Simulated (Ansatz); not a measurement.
Nuclear-site quantities of Li as the cell is scaled

```
Li
1.0
     0.00000    2.16683    2.16683
     2.16683    0.00000    2.16683
     2.16683    2.16683    0.00000
Li
1
Cartesian
  0.0000 0.0000 0.0000
```

Structure from Materials Project entry mp-51 (possibly hypothetical), not relaxed further.

Level of theory: DFT, LDA, all-electron PAW with datasets made for the crystal, scalar-relativistic (Ansatz 0.2.0).

Sampling and basis: a Γ-centred 16×16×16 k mesh, Fermi–Dirac smearing of 0.08 eV, cutoff 100 eV (chosen by the program for this cell), no spin polarisation.

The contact density is the mean electron density over the nuclear volume; its changes follow the s electrons' response to bonding and compression. Changes below are taken from the unscaled cell, where it is 91.6623 e/Å³ at Li.

The datasets are made afresh for each cell, so very small changes are uncertain.

**Question.** Tabulate the changes with volume.

**Answer.** 
| V/V(cell) | P (GPa) | Δρ(0) Li (e/Å³) |
| --- | --- | --- |
| 0.9600 | -0.4 | 0.02 |
| 1.0000 | -0.9 | 0.00 |
| 1.0400 | -1.4 | -0.02 |
